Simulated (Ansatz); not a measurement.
**Rh: from a trial structure to a relaxed crystal**

Computed with DFT PBE, scalar-relativistic, plane waves, PAW (Ansatz 0.2.0). Cutoff 420 eV, Γ-centred k mesh, Gaussian smearing, no spin polarisation in the final step.

Rh was placed on the sites of a reported O cell (R-3m, No. 166), at a guessed volume.

```yaml
crystal:
  lattice:
    - [1.56882, 0.90576, 3.75663]
    - [-1.56882, 0.90576, 3.75663]
    - [0.00000, -1.81151, 3.75663]
  atoms:
    - { symbol: Rh, position: [0.05770, 0.05770, 0.05770] }
    - { symbol: Rh, position: [0.94230, 0.94230, 0.94230] }
```

Steps on the 6×6×6 mesh (2 atoms). 12 of 12 steps are shown, and the free energy counts from the last. Trial steps that were taken back and renewals of the plane-wave basis can be among the rows.

```tsv
step	ΔF (meV/atom)	V (Å³/atom)	P (GPa)	largest force component (eV/Å)
1	25316.4	16.01	546.79	249.789
2	3481.0	16.42	78.95	30.105
3	1698.4	16.45	34.37	15.041
4	626.2	15.47	14.32	6.242
5	177.9	14.39	13.70	2.504
6	53.3	14.67	2.13	0.933
7	35.9	14.74	-0.30	0.160
8	35.2	14.74	0.15	0.013
9	6.9	14.74	0.13	0.076
10	0.4	14.61	1.40	0.008
11	0.0	14.70	-0.10	0.008
12	0.0	14.70	-0.10	0.008
```

A final relaxation ran on a 24×24×24 mesh. The relaxed crystal, R-3m (No. 166):

```cif
data_structure
_symmetry_space_group_name_H-M 'R-3m:H'
_symmetry_Int_Tables_number 166
_cell_length_a 2.6822
_cell_length_b 2.6822
_cell_length_c 14.0905
_cell_angle_alpha 90.000
_cell_angle_beta 90.000
_cell_angle_gamma 120.000
_cell_volume 87.79
loop_
_atom_site_label
_atom_site_type_symbol
_atom_site_symmetry_multiplicity
_atom_site_Wyckoff_symbol
_atom_site_fract_x
_atom_site_fract_y
_atom_site_fract_z
_atom_site_occupancy
Rh1 Rh 6 c 0.33333 0.66667 0.75504 1
```

| Property | Result |
| --- | --- |
| Volume per atom | 14.63 Å³ |
| Density | 11.68 g/cm³ |
| Energy over the standard structure | 0.17 eV/atom |
| Gap on the 24×24×24 mesh | 0 eV (a metal) |

Energies count from the standard state of Rh at the same level.

The final run used a 24×24×24 mesh on its 2-atom cell and 0.10 eV smearing. For metals, differences of a few meV/atom aren't resolved.

A structure relaxed within its symmetry needn't be a true minimum.